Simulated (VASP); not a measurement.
Here is a VASP 6.6.1 calculation.

Contents of INCAR:

```
SYSTEM = CuH2
PREC = Accurate
ENCUT = 520
EDIFF = 1E-7
ISMEAR = -1
SIGMA = 0.05
LREAL = .False.
LASPH = .True.
NELM = 100
ALGO = Normal
ISIF = 2
LWAVE = .False.
LCHARG = .False.
GGA = PE
NBANDS = 14
```

Contents of KPOINTS:

```
regular mesh
0
Gamma
  14 14 8
  0 0 0
```

File POSCAR:

```
CuH2
1.0
    2.5576488808      0.0000000000      0.0000000000
   -1.2788244404      2.2149889047      0.0000000000
    0.0000000000      0.0000000000      4.8725133106
Cu H
1 2
Direct
    0.0000000000      0.0000000000      0.0000000000
    0.3333333333      0.6666666667      0.1996021845
    0.6666666667      0.3333333333      0.8003978155
```

Potentials or basis: VASP PAW PBE potentials, release 64 (Cu, H).

Command:

```console
$ cat potpaw_PBE.64/Cu/POTCAR potpaw_PBE.64/H/POTCAR > POTCAR
$ mpirun -np 1 vasp_std > vasp.out
```

Question: Predict the band gap on the k mesh.

Answer: None (metal or under the smearing width).

Question: What does it give for the largest force?

Answer: 0.016 eV/Å.

Forces in eV/Å, atoms in the order of the input:
```
Cu   0.000  0.000  0.000
H    0.000  0.000  0.016
H    0.000  0.000 -0.016
```
